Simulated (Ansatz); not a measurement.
**Convergence of AlNi3 with the occupation rule**

These are results of DFT r2SCAN, scalar-relativistic, plane waves, PAW in Ansatz, not measurements.

```
Al Ni
1.0
     0.00000    2.80189    2.80189
     2.80189    0.00000    2.80189
     2.80189    2.80189    0.00000
Al Ni
1 3
Direct
  0.50000 0.50000 0.50000
  0.25000 0.25000 0.25000
  0.00000 0.00000 0.00000
  0.75000 0.75000 0.75000
```

```
plane-wave cutoff                               : 500 eV
Γ-centred k-mesh                                : 14×14×14
list of starting moments (μB, in atom order)    : 0 0 0.13 0
check for lower electronic states after the SCF : asked for but not made
```

The atoms are held and the occupation rule is swept. Energies are extrapolated to zero smearing and count from the reference run, 14×14×14 Γ-centred mesh, Gaussian smearing 0.1 eV. The cell isn't necessarily relaxed at this level. Pressure is positive in compression.

```
      rule, width (eV)  ΔE (meV/atom)  ΔF, free energy (meV/atom) P (GPa)
          Gaussian 0.1           0.00                        0.00    -0.01
         Gaussian 0.01              ?                           ?        ?
      Fermi–Dirac 0.01          -0.10                        1.38    -0.04
      Fermi–Dirac 0.05           0.08                       -1.08     0.02
       Fermi–Dirac 0.2              ?                           ?        ?
Methfessel–Paxton 0.01              ?                           ?        ?
Methfessel–Paxton 0.05          -0.12                        1.48    -0.05
 Methfessel–Paxton 0.3          -0.45                        4.05    -0.20
 Methfessel–Paxton 0.5           6.59                        15.4    -0.30
             cold 0.01          -0.08                        1.50    -0.04
             cold 0.02              ?                           ?        ?
              cold 0.1          -0.21                        1.66    -0.05
           tetrahedron          -0.21                        1.37    -0.06
```

Question: Fill in the withheld rows.

Answer: The withheld rows:

```json
{"rule, width (eV)": "Gaussian 0.01", "ΔE (meV/atom)": "-0.08", "ΔF, free energy (meV/atom)": "1.48", "P (GPa)": "-0.04"}
{"rule, width (eV)": "Fermi–Dirac 0.2", "ΔE (meV/atom)": "5.26", "ΔF, free energy (meV/atom)": "-52.8", "P (GPa)": "1.20"}
{"rule, width (eV)": "Methfessel–Paxton 0.01", "ΔE (meV/atom)": "-0.08", "ΔF, free energy (meV/atom)": "1.50", "P (GPa)": "-0.04"}
{"rule, width (eV)": "cold 0.02", "ΔE (meV/atom)": "-0.09", "ΔF, free energy (meV/atom)": "1.48", "P (GPa)": "-0.04"}
```